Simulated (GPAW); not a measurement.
Crystal: Bi.

```
CELL_PARAMETERS angstrom
-1.98143 1.98143 1.98143
1.98143 -1.98143 1.98143
1.98143 1.98143 -1.98143
ATOMIC_POSITIONS crystal
Bi 0.00000 0.00000 0.00000
```

This isn't the form of Bi at room conditions, which is rhombohedral.

Program: GPAW 26.7.0. Alike in all runs: task single point; potentials or basis PAW data sets generated in the run's folder for this functional, pw; no spin polarisation; cell as given; k mesh 9 × 9 × 9; cutoff (eV) 600; smearing fermi-dirac 0.05 eV.

**Question.** Order these runs on this cell by their pressure, lowest first.
A. level AM05
B. level BLYP; eigensolver davidson
C. level PW91

**Answer.** A (-2.0 GPa), C (0.7 GPa), B (4.9 GPa).
